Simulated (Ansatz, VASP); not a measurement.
# One calculation of ZnSe, two programs

```
CELL_PARAMETERS angstrom
0.00000 2.66607 3.01013
3.01013 0.00000 3.01013
3.01013 2.66607 0.00000
ATOMIC_POSITIONS crystal
Zn 0.00000 0.00000 0.00000
Se 0.75000 0.75000 0.75000
```

Alike in both runs: task single point; functional LDA; k mesh 10 × 10 × 10; occupations gaussian, width 0.05 eV; no spin polarisation.

```csv
,VASP,Ansatz
version,VASP 6.6.1,Ansatz 0.2.0
potentials or method,"VASP PAW LDA potentials, release 64 (Zn, Se)","scalar-relativistic, plane waves, PAW"
plane-wave cutoff (eV),520,520
valence electrons in the cell,18,28
```

```tsv
	VASP	Ansatz	Ansatz less VASP
gap on the k mesh at the Fermi level (eV)	0.56	0.53	-0.035
least direct gap on the mesh (eV)	0.56	0.53	-0.035
pressure (GPa)	-6.3	-6.5	-0.22
largest component of the traceless stress (GPa)	2.68	2.71	+0.023
```

The two sets of potentials don't hold the same shells in valence. Ansatz warned: «pseudo_functional_mismatch».
